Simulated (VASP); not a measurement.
# PtSe2 in VASP: a series of runs

The runs below take PtSe2 through relaxation of cell and atoms, with LDA.

Everything below comes from runs of VASP 6.6.1. Logs are shortened: lines on timing, memory, paths and dates and some standing lists are left out, and cuts for length are marked.

### Step 1. The structure

The cell holds a slab with vacuum, 3 atoms: a = 3.724 Å, b = 3.724 Å, c = 20.531 Å, α = 90.00°, β = 90.00°, γ = 120.00°.

### Step 2. Relaxation of cell and atoms, LDA

INCAR reads:

```
SYSTEM = PtSe2
ALGO = Normal
EDIFF = 1E-6
EDIFFG = -0.01
ENCUT = 600
IBRION = 2
ISIF = 3
ISMEAR = 0
LASPH = .TRUE.
LATTICE_CONSTRAINTS = .TRUE. .TRUE. .FALSE.
LCHARG = .FALSE.
LREAL = .FALSE.
LWAVE = .FALSE.
NELM = 80
NSW = 90
PREC = Accurate
SIGMA = 0.03
```

KPOINTS reads:

```
k-points
0
G
  9 9 1
  0 0 0
```

POSCAR reads:

```
PtSe2
1.0
    3.7240000000      0.0000000000      0.0000000000
   -1.8620000000      3.2250786000      0.0000000000
    0.0000000000      0.0000000000     20.5310000000
Se Pt
2 1
Direct
    0.6666666700      0.3333333300      0.4383615000
    0.3333333300      0.6666666700      0.5616385000
    0.0000000000      0.0000000000      0.5000000000
```

Potentials or basis: VASP PAW LDA potentials, release 64 (Se, Pt).

Started as:

```console
> cat potpaw_LDA.64/Se/POTCAR potpaw_LDA.64/Pt/POTCAR > POTCAR
> mpirun -np 1 vasp_std > vasp.out
```

OUTCAR:

```text
SYSTEM = PtSe2
   EDIFF = 1E-6
   EDIFFG = -0.01
   ENCUT = 600
   IBRION = 2
   ISIF = 3
   ISMEAR = 0
   LASPH = .TRUE.
   LREAL = .FALSE.
   NELM = 80
   NSW = 90
   PREC = Accurate

 ion  position               nearest neighbor table
   1  0.667  0.333  0.438-   3 2.49   3 2.49   3 2.49
   2  0.333  0.667  0.562-   3 2.49   3 2.49   3 2.49
   3  0.000  0.000  0.500-   1 2.49   2 2.49   2 2.49   1 2.49   1 2.49   2 2.49

  LATTYP: Found a hexagonal cell.
 ALAT       =     3.7240000000
 C/A-ratio  =     5.5131578947

  Lattice vectors:

 A1 = (   3.7240000000,   0.0000000000,   0.0000000000)
 A2 = (  -1.8620000000,   3.2250786000,   0.0000000000)
 A3 = (   0.0000000000,   0.0000000000,  20.5310000000)

Analysis of symmetry for initial positions (statically):
=====================================================================
 Subroutine PRICEL returns:
 Original cell was already a primitive cell.

 Routine SETGRP: Setting up the symmetry group for a
 hexagonal supercell.

 Subroutine GETGRP returns: Found 12 space group operations
 (whereof 12 operations were pure point group operations)
 out of a pool of 24 trial point group operations.

The static configuration has the point symmetry D_3d.

Analysis of symmetry for dynamics (positions and initial velocities):
=====================================================================
 Subroutine PRICEL returns:
 Original cell was already a primitive cell.

 Routine SETGRP: Setting up the symmetry group for a
 hexagonal supercell.

 Subroutine GETGRP returns: Found 12 space group operations
 (whereof 12 operations were pure point group operations)
 out of a pool of 24 trial point group operations.

The dynamic configuration has the point symmetry D_3d.

 Subroutine INISYM returns: Found 12 space group operations
 (whereof 12 operations are pure point group operations),
 and found     1 'primitive' translations

----------------------------------------------------------------------------------------

                                     Primitive cell

  volume of cell :     246.5813

  direct lattice vectors                    reciprocal lattice vectors
     3.724000000  0.000000000  0.000000000     0.268528464  0.155034981  0.000000000
    -1.862000000  3.225078600  0.000000000     0.000000000  0.310069962  0.000000000
     0.000000000  0.000000000 20.531000000     0.000000000  0.000000000  0.048706834

  length of vectors
     3.724000000  3.723999997 20.531000000     0.310069962  0.310069962  0.048706834

  position of ions in fractional coordinates (direct lattice)
     0.666666670  0.333333330  0.438361500
     0.333333330  0.666666670  0.561638500
     0.000000000  0.000000000  0.500000000

  ion indices of the primitive-cell ions
   primitive index   ion index
                 1           1
                 2           2
                 3           3

----------------------------------------------------------------------------------------

 KPOINTS: k-points

Automatic generation of k-mesh.
 Grid dimensions read from file:
 generate k-points for:    9    9    1

 Generating k-lattice:

  Cartesian coordinates                     Fractional coordinates (reciprocal lattice)
     0.029836496  0.017226109  0.000000000     0.111111111 -0.000000000  0.000000000
     0.000000000  0.034452218  0.000000000     0.000000000  0.111111111  0.000000000
     0.000000000  0.000000000  0.048706834     0.000000000  0.000000000  1.000000000

  Length of vectors
     0.034452218  0.034452218  0.048706834

  Shift w.r.t. Gamma in fractional coordinates (k-lattice)
     0.000000000  0.000000000  0.000000000

 Subroutine IBZKPT returns following result:
 ===========================================

 Found     12 irreducible k-points:

 Following reciprocal coordinates:
            Coordinates               Weight
  0.000000  0.000000  0.000000      1.000000
  0.111111 -0.000000  0.000000      6.000000
  0.222222  0.000000  0.000000      6.000000
  0.333333 -0.000000  0.000000      6.000000
  0.444444  0.000000  0.000000      6.000000
  0.111111  0.111111  0.000000      6.000000
  0.222222  0.111111  0.000000     12.000000
  0.333333  0.111111  0.000000     12.000000
  0.444444  0.111111  0.000000      6.000000
  0.222222  0.222222  0.000000      6.000000
  0.333333  0.222222  0.000000     12.000000
  0.333333  0.333333  0.000000      2.000000
   k-points           NKPTS =     12   k-points in BZ     NKDIM =     12   number of bands    NBANDS=     15
   number of dos      NEDOS =    301   number of ions     NIONS =      3
   total plane-waves  NPLWV = 151200
   dimension x,y,z NGX =    30 NGY =   30 NGZ =  168
   dimension x,y,z NGXF=    60 NGYF=   60 NGZF=  336
   ions per type =               2   1
   NGX,Y,Z   is equivalent  to a cutoff of  13.39, 13.39, 13.60 a.u.
   NGXF,Y,Z  is equivalent  to a cutoff of  26.79, 26.79, 27.21 a.u.
 SYSTEM =  PtSe2
   PREC   = accura    normal or accurate (medium, high low for compatibility)
   ISTART =      0    job   : 0-new  1-cont  2-samecut
   ICHARG =      2    charge: 1-file 2-atom 10-const
   ISPIN  =      1    spin polarized calculation?
   LNONCOLLINEAR =      F non collinear calculations
   LSORBIT =      F    spin-orbit coupling
   LASPH  =      T    aspherical Exc in radial PAW
   ENCUT  =  600.0 eV  44.10 Ry    6.64 a.u.   7.44  7.44 41.01*2*pi/ulx,y,z
   NELM   =     80;   NELMIN=  2; NELMDL= -5     # of ELM steps
   EDIFF  = 0.1E-05   stopping-criterion for ELM
   LREAL  =      F    real-space projection
   EDIFFG = -.1E-01   stopping-criterion for IOM
   NSW    =     90    number of steps for IOM
   IBRION =      2    ionic relax: 0-MD 1-quasi-New 2-CG
   NFREE  =      1    steps in history (QN), initial steepest desc. (CG)
   ISIF   =      3    stress and relaxation
   ISYM   =      2    0-nonsym 1-usesym 2-fastsym
   POTIM  = 0.5000    time-step for ionic-motion
   TEBEG  =    0.0;   TEEND  =   0.0 temperature during run
   PSTRESS=    0.0 pullay stress
   NELECT =      22.0000    total number of electrons
   NUPDOWN=      -1.0000    fix difference up-down
   EMIN   =  10.00;   EMAX   =-10.00  energy-range for DOS
   EFERMI =   0.00;   METHOD = LEGACY
   ISMEAR =     0;   SIGMA  =   0.03  broadening in eV -4-tet -1-fermi 0-gaus
   EFERMI_NEDOS =   21; number of points for ismear=-14 and -15
   IALGO  =     38    algorithm
   IMIX   =      4    mixing-type and parameters
     AMIX     =   0.40;   BMIX     =  1.00
     AMIX_MAG =   1.60;   BMIX_MAG =  1.00
  volume/ion in A,a.u.               =      82.19       554.67
  Fermi-wavevector in a.u.,A,eV,Ry     =   0.731525  1.382381  7.280865  0.535128
  Thomas-Fermi vector in A             =   1.823763
   LORBIT       =      0    0 simple, 1 ext, 2 COOP (PROOUT), +10 PAW based schemes
   GGA     = CA    functional components
   LHFCALC =     F    Hartree Fock is set to
   AEXX    =    0.0000 exact exchange contribution
   IVDW    =     0    specifies the selected vdW correction
   LEPSILON=     F    determine dielectric tensor
   LRPA    =     F    only Hartree local field effects (RPA)
 conjugate gradient relaxation of ions
 non-spin polarized calculation
 Gauss-broadening in eV      SIGMA  =   0.03
  energy-cutoff  :      600.00
  volume of cell :      246.58
 maximum number of plane-waves:      8273
 NGX is ok and might be reduce to    30
   NGX = 15   NGY = 15   NGZ = 83

--------------------------------------- Ionic step        1  -------------------------------------------

 number of electron      22.0000001 magnetization

 Free energy of the ion-electron system (eV)
  ---------------------------------------------------
  ext. energy  EPLUGINS =         0.00000000
  ---------------------------------------------------
  free energy    TOTEN  =       -16.79850377 eV

  energy without entropy =      -16.79850377  energy(sigma->0) =      -16.79850377

------------------------ aborting loop because EDIFF is reached ----------------------------------------

  FORCE on cell =-STRESS in cart. coord.  units (eV):
  Direction    XX          YY          ZZ          XY          YZ          ZX
  --------------------------------------------------------------------------------------
  -------------------------------------------------------------------------------------
  Total       -0.9339991     -0.9339991     -0.0200246     -0.0000000      0.0000000      0.0000000
  in kB       -6.0687184     -6.0687183     -0.1301108     -0.0000000      0.0000000      0.0000000
  external PRESSURE =      -4.0891825 kB  Pullay stress =       0.0000000 kB

 VOLUME and BASIS-vectors are now :
 -----------------------------------------------------------------------------
  energy-cutoff  :      600.00
  volume of cell :      246.58
      direct lattice vectors                 reciprocal lattice vectors
     3.724000000  0.000000000  0.000000000     0.268528464  0.155034981  0.000000000
    -1.862000000  3.225078600  0.000000000     0.000000000  0.310069962  0.000000000
     0.000000000  0.000000000 20.531000000     0.000000000  0.000000000  0.048706834
[... 149 lines left out ...]
 POSITION                                       TOTAL-FORCE (eV/Angst)
 -----------------------------------------------------------------------------------
      1.83652      1.06032      8.96772        -0.000000     -0.000000      0.035367
     -0.00000      2.12063     11.56328         0.000000      0.000000     -0.035367
     -1.83652      3.18095     10.26550        -0.000000      0.000000     -0.000000
 -----------------------------------------------------------------------------------
    total drift:                                0.000000      0.000000      0.000000

  FREE ENERGIE OF THE ION-ELECTRON SYSTEM (eV)
  ---------------------------------------------------
  free  energy   TOTEN  =       -16.8102654999 eV

  energy  without entropy=      -16.8102654999  energy(sigma->0) =      -16.81026550

--------------------------------------- Ionic step        6  -------------------------------------------

 number of electron      21.9999997 magnetization

 Free energy of the ion-electron system (eV)
  ---------------------------------------------------
  ext. energy  EPLUGINS =         0.00000000
  ---------------------------------------------------
  free energy    TOTEN  =       -16.81041890 eV

  energy without entropy =      -16.81041890  energy(sigma->0) =      -16.81041890

 E-fermi :  -2.8883     XC(G=0):  -3.3809

 val. band max:       -3.0352320880   @ k =   0.0000   0.0000   0.0000
 cond. band min:      -1.6839827123   @ k =   0.2222   0.0000   0.0000
 fundamental gap:      1.3512493757
 Fermi energy:        -2.8882626732

 k-point     1 :       0.0000    0.0000    0.0000
  band No.  band energies     occupation
      1     -17.3544      2.00000
      2     -15.3864      2.00000
      3      -8.4333      2.00000
      4      -8.4333      2.00000
      5      -8.3557      2.00000
      6      -6.0674      2.00000
      7      -6.0674      2.00000
      8      -4.2888      2.00000
      9      -3.7375      2.00000
     10      -3.0352      2.00000
     11      -3.0352      2.00000
     12       0.0861      0.00000
     13       0.0861      0.00000
     14       1.5681      0.00000
     15       2.2130      0.00000
[... 218 lines left out ...]
 POSITION                                       TOTAL-FORCE (eV/Angst)
 -----------------------------------------------------------------------------------
      1.83825      1.06132      8.97223         0.000000      0.000000      0.004482
     -0.00000      2.12263     11.55877        -0.000000     -0.000000     -0.004482
      0.00000     -0.00000     10.26550         0.000000      0.000000      0.000000
 -----------------------------------------------------------------------------------
    total drift:                               -0.000000      0.000000      0.000000

  FREE ENERGIE OF THE ION-ELECTRON SYSTEM (eV)
  ---------------------------------------------------
  free  energy   TOTEN  =       -16.8104188971 eV

  energy  without entropy=      -16.8104188971  energy(sigma->0) =      -16.81041890

 reached required accuracy - stopping structural energy minimisation
```

It took 3.9 min on 1 thread of Intel Xeon Platinum 8488C (Sapphire Rapids), shared host; peak memory 0.35 GiB.

Results:

```yaml
Free_energy: -16.8104 eV
Relaxed_volume: 80.11 Å³/atom
Relaxed_cell: a = 3.677 Å, b = 3.677 Å, c = 20.531 Å, α = 90.00°, β = 90.00°, γ = 120.00°
Space_group_after_relaxing_to_0.05_Å: P-3m1 (No. 164)
Energy_gained_by_relaxing: 4.0 meV/atom
Ionic_steps: 6
Largest_force_after_relaxing: 0.004 eV/Å
Band_gap_on_the_k_mesh: 1.35 eV, indirect (least direct gap 1.54 eV)
```

Forces in eV/Å, atoms in the order of the input:
```
Se   0.000  0.000  0.004
Se   0.000  0.000 -0.004
Pt   0.000  0.000  0.000
```

Step by step:
```
step  energy change (eV)  largest force (eV/Å)  pressure (GPa)  volume (Å³)
   1              0.0000                0.0047           -0.41       246.58
   2              0.0022                0.4265            0.73       239.23
   3             -0.0066                0.1884            0.10       243.14
   4             -0.0093                0.1321            0.07       242.32
   5             -0.0118                0.0354           -0.03       239.88
   6             -0.0119                0.0045           -0.01       240.33
```

Final structure:
```xyz
3
Lattice="3.6765 0.0000 0.0000 -1.8383 3.1839 0.0000 0.0000 0.0000 20.5310" Properties=species:S:1:pos:R:3 pbc="T T T"
Se    1.8383    1.0613    8.9722
Se    0.0000    2.1226   11.5588
Pt    0.0000    0.0000   10.2655
```

Caveat: spin-orbit coupling is left out, which moves the levels of the heavy elements.

### Step 3. Relaxation of cell and atoms, LDA

This run uses another cell than the first one, of 80.11 Å³/atom, 0.975 times its volume.

Changes to INCAR since step 2:

```diff
@@ -2,4 +2,4 @@
 ALGO = Normal
-EDIFF = 1E-6
-EDIFFG = -0.01
+EDIFF = 1E-7
+EDIFFG = -0.005
 ENCUT = 600
```

KPOINTS is that of step 2.

POSCAR reads:

```
PtSe2                                   
1.0
    3.6765085947     -0.0000000000      0.0000000000
   -1.8382542974      3.1839498367      0.0000000000
    0.0000000000      0.0000000000     20.5310000000
  Se              Pt            
     2     1
Direct
     0.6666666699999979    0.3333333300000021    0.4370090562312366
     0.3333333300000021    0.6666666699999979    0.5629909437687635
     0.0000000000000000    0.0000000000000000    0.5000000000000000
```

Potentials or basis: VASP PAW LDA potentials, release 64 (Se, Pt).

Started as:

```console
> cat potpaw_LDA.64/Se/POTCAR potpaw_LDA.64/Pt/POTCAR > POTCAR
> mpirun -np 1 vasp_std > vasp.out
```

OUTCAR:

```text
SYSTEM = PtSe2
   EDIFF = 1E-7
   EDIFFG = -0.005
   ENCUT = 600
   IBRION = 2
   ISIF = 3
   ISMEAR = 0
   LASPH = .TRUE.
   LREAL = .FALSE.
   NELM = 80
   NSW = 90
   PREC = Accurate

 ion  position               nearest neighbor table
   1  0.667  0.333  0.437-   3 2.49   3 2.49   3 2.49
   2  0.333  0.667  0.563-   3 2.49   3 2.49   3 2.49
   3  0.000  0.000  0.500-   1 2.49   2 2.49   2 2.49   1 2.49   1 2.49   2 2.49

  LATTYP: Found a hexagonal cell.
 ALAT       =     3.6765085947
 C/A-ratio  =     5.5843742701

  Lattice vectors:

 A1 = (   3.6765085947,   0.0000000000,   0.0000000000)
 A2 = (  -1.8382542974,   3.1839498367,   0.0000000000)
 A3 = (   0.0000000000,   0.0000000000,  20.5310000000)

Analysis of symmetry for initial positions (statically):
=====================================================================
 Subroutine PRICEL returns:
 Original cell was already a primitive cell.

 Routine SETGRP: Setting up the symmetry group for a
 hexagonal supercell.

 Subroutine GETGRP returns: Found 12 space group operations
 (whereof 12 operations were pure point group operations)
 out of a pool of 24 trial point group operations.

The static configuration has the point symmetry D_3d.

Analysis of symmetry for dynamics (positions and initial velocities):
[... 146 lines left out ...]
  ext. energy  EPLUGINS =         0.00000000
  ---------------------------------------------------
  free energy    TOTEN  =       -16.81027620 eV

  energy without entropy =      -16.81027620  energy(sigma->0) =      -16.81027620

------------------------ aborting loop because EDIFF is reached ----------------------------------------

  FORCE on cell =-STRESS in cart. coord.  units (eV):
  Direction    XX          YY          ZZ          XY          YZ          ZX
  --------------------------------------------------------------------------------------
  -------------------------------------------------------------------------------------
  Total       -0.0188221     -0.0188221     -0.0169976      0.0000000      0.0000000     -0.0000000
  in kB       -0.1254776     -0.1254776     -0.1133148      0.0000000      0.0000000     -0.0000000
  external PRESSURE =      -0.1214233 kB  Pullay stress =       0.0000000 kB
[... 61 lines left out ...]
--------------------------------------- Ionic step        3  -------------------------------------------

 number of electron      21.9999997 magnetization

 Free energy of the ion-electron system (eV)
  ---------------------------------------------------
  ext. energy  EPLUGINS =         0.00000000
  ---------------------------------------------------
  free energy    TOTEN  =       -16.81027923 eV

  energy without entropy =      -16.81027923  energy(sigma->0) =      -16.81027923

 E-fermi :  -2.8875     XC(G=0):  -3.3692

 val. band max:       -3.0337369917   @ k =   0.0000   0.0000   0.0000
 cond. band min:      -1.6821633663   @ k =   0.2222  -0.0000   0.0000
 fundamental gap:      1.3515736255
 Fermi energy:        -2.8874548842

 k-point     1 :       0.0000    0.0000    0.0000
  band No.  band energies     occupation
      1     -17.3557      2.00000
      2     -15.3864      2.00000
      3      -8.4342      2.00000
      4      -8.4342      2.00000
      5      -8.3567      2.00000
      6      -6.0676      2.00000
      7      -6.0676      2.00000
      8      -4.2878      2.00000
      9      -3.7370      2.00000
     10      -3.0337      2.00000
     11      -3.0337      2.00000
     12       0.0889      0.00000
     13       0.0889      0.00000
     14       1.5722      0.00000
[... 227 lines left out ...]
  FREE ENERGIE OF THE ION-ELECTRON SYSTEM (eV)
  ---------------------------------------------------
  free  energy   TOTEN  =       -16.8102792331 eV

  energy  without entropy=      -16.8102792331  energy(sigma->0) =      -16.81027923

 reached required accuracy - stopping structural energy minimisation
```

OSZICAR:

```text
N       E                     dE             d eps       ncg     rms          rms(c)
DAV:   1     0.172414817312E+03    0.17241E+03   -0.81786E+03   360   0.121E+03
DAV:   2     0.760750105237E+00   -0.17165E+03   -0.16422E+03   535   0.194E+02
DAV:   3    -0.174181013123E+02   -0.18179E+02   -0.17721E+02   486   0.757E+01
[... 35 lines left out ...]
DAV:   1    -0.168102950047E+02   -0.21572E-04   -0.47253E-04   416   0.183E-01    0.270E-02
DAV:   2    -0.168102824031E+02    0.12602E-04   -0.56903E-05   402   0.813E-02    0.144E-02
DAV:   3    -0.168102798577E+02    0.25454E-05   -0.51505E-06   402   0.242E-02    0.693E-03
DAV:   4    -0.168102792267E+02    0.63099E-06   -0.33966E-06   451   0.118E-02    0.235E-03
DAV:   5    -0.168102792331E+02   -0.63640E-08   -0.12314E-07   334   0.314E-03
   3 F= -.16810279E+02 E0= -.16810279E+02  d E =-.302827E-05
```

Run time: 2.5 min. Hardware: 1 thread of Intel Xeon Platinum 8488C (Sapphire Rapids), shared host; peak memory 0.33 GiB.

Results:

```yaml
Free_energy: -16.8103 eV
Relaxed_volume: 80.09 Å³/atom
Relaxed_cell: a = 3.676 Å, b = 3.676 Å, c = 20.531 Å, α = 90.00°, β = 90.00°, γ = 120.00°
Space_group_after_relaxing_to_0.05_Å: P-3m1 (No. 164)
Energy_gained_by_relaxing: 0.0 meV/atom
Ionic_steps: 3
Band_gap_on_the_k_mesh: 1.35 eV, indirect (least direct gap 1.54 eV)
```

Final structure:
```
Se Pt
1.0
     3.67603    0.00000    0.00000
    -1.83801    3.18353    0.00000
     0.00000    0.00000   20.53100
Se Pt
2 1
Cartesian
  1.8380 1.0612 8.9723
  0.0000 2.1224 11.5587
  -1.8380 3.1835 10.2655
```

Levels at points of the mesh, in eV from the valence-band top:
```csv
k point,band 9,band 10,band 11,band 12,band 13,band 14
"(0.00, 0.00, 0.00)",-0.70,0.00,0.00,3.12,3.12,4.61
```

Caveat: spin-orbit coupling is left out, which moves the levels of the heavy elements.
